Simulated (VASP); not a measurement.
Input of a VASP 6.6.1 run:

Contents of INCAR:

```
  PREC = Accurate
  ENCUT = 520
  EDIFF = 1E-6
  ISMEAR = 0
  SIGMA = 0.05
  LREAL = F
  LASPH = T
  NELM = 100
  ALGO = Normal
  ISIF = 2
  LWAVE = F
  LCHARG = F
  GGA = PE
  NBANDS = 8
```

File KPOINTS:

```
regular mesh
0
Gamma
  8 8 8
```

Contents of POSCAR:

```
Li
1.0
   -1.7450000000      1.7450000000      1.7450000000
    1.7450000000     -1.7450000000      1.7450000000
    1.7450000000      1.7450000000     -1.7450000000
Li
1
Direct
    0.0000000000      0.0000000000      0.0000000000
```

Potentials or basis: VASP PAW PBE potentials, release 64 (Li_sv).

Run with:

```console
$ cat potpaw_PBE.64/Li_sv/POTCAR > POTCAR
$ mpirun -np 1 vasp_std > vasp.out
```

Question: Estimate the band gap on the k mesh.

Answer: None (metal or under the smearing width).
